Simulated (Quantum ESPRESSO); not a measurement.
## Bi under changes of volume

One of the cells (31.117 Å³/atom); the others are scaled copies at fixed shape and fractional positions:

```
Bi
1.0
    -1.98143    1.98143    1.98143
     1.98143   -1.98143    1.98143
     1.98143    1.98143   -1.98143
Bi
1
Cartesian
  0.0000 0.0000 0.0000
```

This isn't the form of Bi at room conditions, which is rhombohedral.

```yaml
Program: Quantum ESPRESSO 7.5
Functional: SCAN
Dispersion: rVV10
Potentials_or_basis: SG15 PBE 1.2
Cutoff: 898 eV
Density_cutoff: 3592 eV
k_mesh: 7 × 7 × 7
Occupations: fermi-dirac, width 0.05 eV
Spin: no spin polarisation
```

```csv
volume (Å³/atom),energy over the lowest point (meV/atom),pressure (GPa)
29.250,10.19,2.8
29.872,2.36,1.3
30.495,0.00,0.0
31.117,?,?
31.739,9.17,-2.2
32.362,19.55,-3.1
32.984,33.11,-3.9
```

What does the run at 31.117 Å³/atom give?

Energy over the lowest point 2.47 meV/atom; pressure -1.2 GPa.

Worked out: A Birch-Murnaghan fit of order 3 (a polynomial in V^(-2/3)) to the other rows has its minimum at 30.47 Å³/atom with B0 = V·E''(V) = 61 GPa and B' = 5.6. It gives 2.49 meV/atom at 31.117 Å³/atom, against the run's 2.47, and -dE/dV = -1.2 GPa, against -1.2.

Energies are extrapolated to zero smearing.

Caveats: the potentials were made for another functional, which shifts forces and pressure.
